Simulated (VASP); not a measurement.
# CdS (F-43m) in VASP: further runs

One crystal, CdS, is run at these levels: r2SCAN; tasks: single point, relaxation of cell and atoms.

Program: VASP 6.6.1. These are calculated values, not measurements. Logs are shortened: lines on timing, memory, paths and dates and some standing lists are left out, and cuts for length are marked.

**What was measured.**

From “Isotope dependence of band-gap energy”, 2008, arxiv:0807.2152, for a bulk crystal of CdS: band gap 2.5809 ± 0.0002 eV.

The runs below are set against these values where they give the same quantity.

**1. The crystal as given**

Symmetry: F-43m, No. 216, cubic system. Conventional cell: a = 5.886 Å, b = 5.886 Å, c = 5.886 Å, α = 90.00°, β = 90.00°, γ = 90.00°. Cd (site symmetry -43m) is surrounded by 4 S at 2.55 Å. S (site symmetry -43m) has 4 Cd at 2.55 Å as nearest neighbours.

The cell is a database's computed one.

**2. Single point, r2SCAN**

File POSCAR:

```
CdS
1.0
    0.0000000000      2.9429534649      2.9429534649
    2.9429534649      0.0000000000      2.9429534649
    2.9429534649      2.9429534649      0.0000000000
Cd S
1 1
Direct
    0.0000000000      0.0000000000      0.0000000000
    0.2500000000      0.2500000000      0.2500000000
```

File INCAR.step1:

```
SYSTEM = CdS
PREC     = Accurate       ! precision mode
ENCUT    = 520            ! plane-wave cutoff, eV
ISMEAR   = 0              ! smearing method
SIGMA    = 0.1            ! smearing width, eV
LREAL    = .FALSE.        ! projectors in reciprocal space
LASPH    = .TRUE.         ! aspherical terms in the spheres
NELM     = 100            ! most SCF steps
NBANDS   = 16             ! bands
GGA      = PE             ! functional
ALGO     = Normal         ! electronic algorithm
EDIFF    = 1E-4           ! SCF threshold, eV
LWAVE    = .TRUE.         ! write WAVECAR
LCHARG   = .FALSE.        ! write CHGCAR
```

File INCAR.step2:

```
SYSTEM = CdS
PREC     = Accurate       ! precision mode
ENCUT    = 520            ! plane-wave cutoff, eV
EDIFF    = 1E-6           ! SCF threshold, eV
ISMEAR   = 0              ! smearing method
SIGMA    = 0.1            ! smearing width, eV
LREAL    = .FALSE.        ! projectors in reciprocal space
LASPH    = .TRUE.         ! aspherical terms in the spheres
NELM     = 100            ! most SCF steps
ALGO     = Normal         ! electronic algorithm
ISIF     = 2              ! what is computed and relaxed
LWAVE    = .FALSE.        ! write WAVECAR
LCHARG   = .FALSE.        ! write CHGCAR
METAGGA  = R2SCAN         ! meta-GGA
LMIXTAU  = .TRUE.       
NBANDS   = 16             ! bands
ISTART   = 1
```

File KPOINTS:

```
Automatic mesh
0
G
  6 6 6
  0 0 0
```

Potentials or basis: VASP PAW PBE potentials, release 64 (Cd, S).

Launch:

```bash
cat potpaw_PBE.64/Cd/POTCAR potpaw_PBE.64/S/POTCAR > POTCAR
cp INCAR.step1 INCAR
mpirun -np 1 vasp_std > vasp.out
cp INCAR.step2 INCAR
mpirun -np 1 vasp_std > vasp.out
```

OUTCAR:

```text
SYSTEM = CdS
   PREC = Accurate
   ENCUT = 520
   EDIFF = 1E-6
   ISMEAR = 0
   LREAL = .FALSE.
   LASPH = .TRUE.
   NELM = 100
   ISIF = 2
   METAGGA = R2SCAN
   ISTART = 1

 ion  position               nearest neighbor table
   1  0.000  0.000  0.000-   2 2.55   2 2.55   2 2.55   2 2.55
   2  0.250  0.250  0.250-   1 2.55   1 2.55   1 2.55   1 2.55

  LATTYP: Found a face centered cubic cell.
 ALAT       =     5.8859069298

  Lattice vectors:

 A1 = (   0.0000000000,   2.9429534649,   2.9429534649)
 A2 = (   2.9429534649,   0.0000000000,   2.9429534649)
 A3 = (   2.9429534649,   2.9429534649,   0.0000000000)

Analysis of symmetry for initial positions (statically):
=====================================================================
 Subroutine PRICEL returns:
 Original cell was already a primitive cell.

 Routine SETGRP: Setting up the symmetry group for a
 face centered cubic supercell.

 Subroutine GETGRP returns: Found 24 space group operations
 (whereof 24 operations were pure point group operations)
 out of a pool of 48 trial point group operations.

The static configuration has the point symmetry T_d .

Analysis of symmetry for dynamics (positions and initial velocities):
=====================================================================
 Subroutine PRICEL returns:
 Original cell was already a primitive cell.

 Routine SETGRP: Setting up the symmetry group for a
 face centered cubic supercell.

 Subroutine GETGRP returns: Found 24 space group operations
 (whereof 24 operations were pure point group operations)
 out of a pool of 48 trial point group operations.

The dynamic configuration has the point symmetry T_d .

 Subroutine INISYM returns: Found 24 space group operations
 (whereof 24 operations are pure point group operations),
 and found     1 'primitive' translations

----------------------------------------------------------------------------------------

                                     Primitive cell

  volume of cell :      50.9777

  direct lattice vectors                    reciprocal lattice vectors
     0.000000000  2.942953465  2.942953465    -0.169897352  0.169897352  0.169897352
     2.942953465  0.000000000  2.942953465     0.169897352 -0.169897352  0.169897352
     2.942953465  2.942953465  0.000000000     0.169897352  0.169897352 -0.169897352

  length of vectors
     4.161964703  4.161964703  4.161964703     0.294270845  0.294270845  0.294270845

  position of ions in fractional coordinates (direct lattice)
     0.000000000  0.000000000  0.000000000
     0.250000000  0.250000000  0.250000000

  ion indices of the primitive-cell ions
   primitive index   ion index
                 1           1
                 2           2

----------------------------------------------------------------------------------------

 KPOINTS: Automatic mesh

Automatic generation of k-mesh.
 Grid dimensions read from file:
 generate k-points for:    6    6    6

 Generating k-lattice:

  Cartesian coordinates                     Fractional coordinates (reciprocal lattice)
    -0.028316225  0.028316225  0.028316225     0.166666667  0.000000000  0.000000000
     0.028316225 -0.028316225  0.028316225     0.000000000  0.166666667  0.000000000
     0.028316225  0.028316225 -0.028316225     0.000000000  0.000000000  0.166666667

  Length of vectors
     0.049045141  0.049045141  0.049045141

  Shift w.r.t. Gamma in fractional coordinates (k-lattice)
     0.000000000  0.000000000  0.000000000

 Subroutine IBZKPT returns following result:
 ===========================================

 Found     16 irreducible k-points:

 Following reciprocal coordinates:
            Coordinates               Weight
  0.000000  0.000000  0.000000      1.000000
  0.166667  0.000000  0.000000      8.000000
  0.333333  0.000000  0.000000      8.000000
  0.500000  0.000000  0.000000      4.000000
  0.166667  0.166667  0.000000      6.000000
  0.333333  0.166667  0.000000     24.000000
[... 8 lines left out ...]
 -0.333333  0.333333  0.166667     24.000000
 -0.333333  0.500000  0.166667     12.000000
   k-points           NKPTS =     16   k-points in BZ     NKDIM =     16   number of bands    NBANDS=     16
   number of dos      NEDOS =    301   number of ions     NIONS =      2
   total plane-waves  NPLWV =  32768
   dimension x,y,z NGX =    32 NGY =   32 NGZ =   32
   dimension x,y,z NGXF=    64 NGYF=   64 NGZF=   64
   ions per type =               1   1
   NGX,Y,Z   is equivalent  to a cutoff of  12.78, 12.78, 12.78 a.u.
   NGXF,Y,Z  is equivalent  to a cutoff of  25.56, 25.56, 25.56 a.u.
 SYSTEM =  CdS
   PREC   = accura    normal or accurate (medium, high low for compatibility)
   ISTART =      1    job   : 0-new  1-cont  2-samecut
   ICHARG =      0    charge: 1-file 2-atom 10-const
   ISPIN  =      1    spin polarized calculation?
   LNONCOLLINEAR =      F non collinear calculations
   LSORBIT =      F    spin-orbit coupling
   LASPH  =      T    aspherical Exc in radial PAW
   ENCUT  =  520.0 eV  38.22 Ry    6.18 a.u.   7.74  7.74  7.74*2*pi/ulx,y,z
   NELM   =    100;   NELMIN=  2; NELMDL=  0     # of ELM steps
   EDIFF  = 0.1E-05   stopping-criterion for ELM
   LREAL  =      F    real-space projection
   EDIFFG = 0.1E-04   stopping-criterion for IOM
   NSW    =      0    number of steps for IOM
   IBRION =     -1    ionic relax: 0-MD 1-quasi-New 2-CG
   NFREE  =      0    steps in history (QN), initial steepest desc. (CG)
   ISIF   =      2    stress and relaxation
   ISYM   =      2    0-nonsym 1-usesym 2-fastsym
   POTIM  = 0.5000    time-step for ionic-motion
   TEBEG  =    0.0;   TEEND  =   0.0 temperature during run
   PSTRESS=    0.0 pullay stress
   NELECT =      18.0000    total number of electrons
   NUPDOWN=      -1.0000    fix difference up-down
   EMIN   =  10.00;   EMAX   =-10.00  energy-range for DOS
   EFERMI =   0.00;   METHOD = LEGACY
   ISMEAR =     0;   SIGMA  =   0.10  broadening in eV -4-tet -1-fermi 0-gaus
   EFERMI_NEDOS =   21; number of points for ismear=-14 and -15
   IALGO  =     38    algorithm
   IMIX   =      4    mixing-type and parameters
     AMIX     =   0.40;   BMIX     =  1.00
     AMIX_MAG =   1.60;   BMIX_MAG =  1.00
  volume/ion in A,a.u.               =      25.49       172.01
  Fermi-wavevector in a.u.,A,eV,Ry     =   1.157104  2.186609 18.216690  1.338889
  Thomas-Fermi vector in A             =   2.293718
   LORBIT       =      0    0 simple, 1 ext, 2 COOP (PROOUT), +10 PAW based schemes
   METAGGA = R2SCAN    functional components
   LHFCALC =     F    Hartree Fock is set to
   AEXX    =    0.0000 exact exchange contribution
   IVDW    =     0    specifies the selected vdW correction
   LEPSILON=     F    determine dielectric tensor
   LRPA    =     F    only Hartree local field effects (RPA)
 non-spin polarized calculation
 Gauss-broadening in eV      SIGMA  =   0.10
  energy-cutoff  :      520.00
  volume of cell :       50.98
 maximum number of plane-waves:      1384
   NGX = 15   NGY = 15   NGZ = 15

 number of electron      18.0000005 magnetization

 Free energy of the ion-electron system (eV)
  ---------------------------------------------------
  ext. energy  EPLUGINS =         0.00000000
  ---------------------------------------------------
  free energy    TOTEN  =       -29.68458886 eV

  energy without entropy =      -29.68458886  energy(sigma->0) =      -29.68458886

 E-fermi :   1.2320     XC(G=0):  -9.5997

 val. band max:        0.8222963764   @ k =   0.0000   0.0000   0.0000
 cond. band min:       2.3507666591   @ k =   0.0000   0.0000   0.0000
 fundamental gap:      1.5284702827
 Fermi energy:         1.2320211184

 k-point     1 :       0.0000    0.0000    0.0000
  band No.  band energies     occupation
      1     -11.8855      2.00000
      2      -7.0524      2.00000
      3      -7.0524      2.00000
      4      -7.0524      2.00000
      5      -6.5774      2.00000
      6      -6.5774      2.00000
[... 8 lines left out ...]
     15      12.7909      0.00000
     16      12.7909      0.00000

 k-point     2 :       0.1667    0.0000    0.0000
  band No.  band energies     occupation
      1     -11.7847      2.00000
      2      -7.0156      2.00000
      3      -7.0156      2.00000
      4      -6.9477      2.00000
      5      -6.5778      2.00000
      6      -6.5778      2.00000
[... 8 lines left out ...]
     15      11.9692      0.00000
     16      13.0295      0.00000

 k-point     3 :       0.3333    0.0000    0.0000
  band No.  band energies     occupation
      1     -11.5823      2.00000
      2      -6.9544      2.00000
      3      -6.9544      2.00000
      4      -6.5783      2.00000
      5      -6.5615      2.00000
      6      -6.5615      2.00000
[... 8 lines left out ...]
     15      12.4317      0.00000
     16      12.4317      0.00000

 k-point     4 :       0.5000    0.0000    0.0000
  band No.  band energies     occupation
      1     -11.4817      2.00000
      2      -6.9325      2.00000
      3      -6.9325      2.00000
      4      -6.5422      2.00000
      5      -6.5422      2.00000
      6      -6.2151      2.00000
[... 8 lines left out ...]
     15      13.9413      0.00000
     16      13.9413      0.00000
[... 172 lines left out ...]
 k-point    14 :       0.5000    0.3333    0.1667
  band No.  band energies     occupation
      1     -11.4531      2.00000
      2      -6.8651      2.00000
      3      -6.8557      2.00000
      4      -6.6669      2.00000
      5      -6.5393      2.00000
      6      -6.2943      2.00000
[... 8 lines left out ...]
     15      14.3935      0.00000
     16      14.6617      0.00000

 k-point    15 :      -0.3333    0.3333    0.1667
  band No.  band energies     occupation
      1     -11.3891      2.00000
      2      -6.8573      2.00000
      3      -6.8201      2.00000
      4      -6.6157      2.00000
      5      -6.5593      2.00000
      6      -6.0489      2.00000
[... 8 lines left out ...]
     15      13.8329      0.00000
     16      14.7366      0.00000

 k-point    16 :      -0.3333    0.5000    0.1667
  band No.  band energies     occupation
      1     -11.3578      2.00000
      2      -6.8179      2.00000
      3      -6.7840      2.00000
      4      -6.6546      2.00000
      5      -6.5370      2.00000
      6      -6.0200      2.00000
[... 8 lines left out ...]
     15      14.6254      0.00000
     16      14.6782      0.00000

------------------------ aborting loop because EDIFF is reached ----------------------------------------

  FORCE on cell =-STRESS in cart. coord.  units (eV):
  Direction    XX          YY          ZZ          XY          YZ          ZX
  --------------------------------------------------------------------------------------
  -------------------------------------------------------------------------------------
  Total        0.0196979      0.0196979      0.0196979      0.0000000      0.0000000     -0.0000000
  in kB        0.6190851      0.6190851      0.6190851      0.0000000      0.0000000     -0.0000000
  external PRESSURE =       0.6190851 kB  Pullay stress =       0.0000000 kB

 VOLUME and BASIS-vectors are now :
 -----------------------------------------------------------------------------
  energy-cutoff  :      520.00
  volume of cell :       50.98
      direct lattice vectors                 reciprocal lattice vectors
     0.000000000  2.942953465  2.942953465    -0.169897352  0.169897352  0.169897352
     2.942953465  0.000000000  2.942953465     0.169897352 -0.169897352  0.169897352
     2.942953465  2.942953465  0.000000000     0.169897352  0.169897352 -0.169897352

 POSITION                                       TOTAL-FORCE (eV/Angst)
 -----------------------------------------------------------------------------------
      0.00000      0.00000      0.00000        -0.000000     -0.000000     -0.000000
      1.47148      1.47148      1.47148         0.000000      0.000000      0.000000
 -----------------------------------------------------------------------------------
    total drift:                               -0.000004     -0.000004     -0.000004

  FREE ENERGIE OF THE ION-ELECTRON SYSTEM (eV)
  ---------------------------------------------------
  free  energy   TOTEN  =       -29.6845888619 eV

  energy  without entropy=      -29.6845888618  energy(sigma->0) =      -29.68458886
```

Run time: 19 s. Hardware: 1 thread of Intel Xeon 6975P-C (Granite Rapids), shared host; peak memory 0.18 GiB.

What came out:

- Free energy: -29.6846 eV
- Pressure: 0.1 GPa
- Band gap on the k mesh: 1.53 eV, direct

Caveat: the PAW data sets were made with another functional, which shifts forces and pressure a little. r2SCAN opens gaps a little over a GGA but as a rule still falls short of measured ones.

(Continued in part 2 of 3.)
